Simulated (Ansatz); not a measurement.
Computed with Ansatz 0.2.0, DFT PBE, scalar-relativistic, plane waves, PAW. All cells share a 420 eV cutoff and Γ-centred k meshes spaced at most about 0.3 Å⁻¹ (2π included). No spin polarisation.

Formation energies are uncorrected and refer to the elements' standard structures at the same level.

Temperature and zero-point effects are left out. Spin–orbit coupling, which can matter for Te, is left out. Kohn–Sham gaps at this level usually fall short of measured ones. The missing spin–orbit coupling can work the other way here. The reference form of Te is held partly by dispersion forces, which this level lacks.

The competitors are the elements and 1 reference phase of this chemical system (from databases or known types: BeTe), relaxed at the same level; other known phases may be missing.

**Question.** Find a crystal containing Be and Te that lies within 0.1 eV/atom of the hull of database phases or under it, with a gap near 2.3 eV.

**Answer.** BeTe, space group Pbca (No. 61), at -0.296 eV/atom against the elements, with a gap of 2.27 eV on its mesh. Around Be lie 4 Te at 2.44–2.48 Å; around Te lie 4 Be at 2.44–2.48 Å.

```
CELL_PARAMETERS angstrom
6.83497 0.00000 0.00000
0.00000 8.02232 0.00000
0.00000 0.00000 6.96607
ATOMIC_POSITIONS crystal
Be 0.83641 0.86729 0.58693
Be 0.66359 0.13271 0.08693
Be 0.16359 0.13271 0.41307
Be 0.33641 0.86729 0.91307
Be 0.16359 0.36729 0.91307
Be 0.33641 0.63271 0.41307
Be 0.66359 0.36729 0.58693
Be 0.83641 0.63271 0.08693
Te 0.69879 0.86669 0.90946
Te 0.80121 0.13331 0.40946
Te 0.19879 0.86669 0.59054
Te 0.30121 0.13331 0.09055
Te 0.30121 0.36669 0.59054
Te 0.19879 0.63331 0.09055
Te 0.69879 0.63331 0.40946
Te 0.80121 0.36669 0.90946
```

The lowest competing phase:

| phase | space group | source | share of atoms | ΔE_f (eV/atom) |
| --- | --- | --- | --- | --- |
| BeTe | F-43m (No. 216) | COD | 1.0000 | -0.361 |

The candidate lies 65 meV/atom above it. The candidate matches no cell in the subsets of the Crystallography Open Database and the Materials Project at hand. It is metastable at best. Checks: no imaginary mode at Γ (other wave vectors untested). The answer needn't be unique; the calculation gave this one.
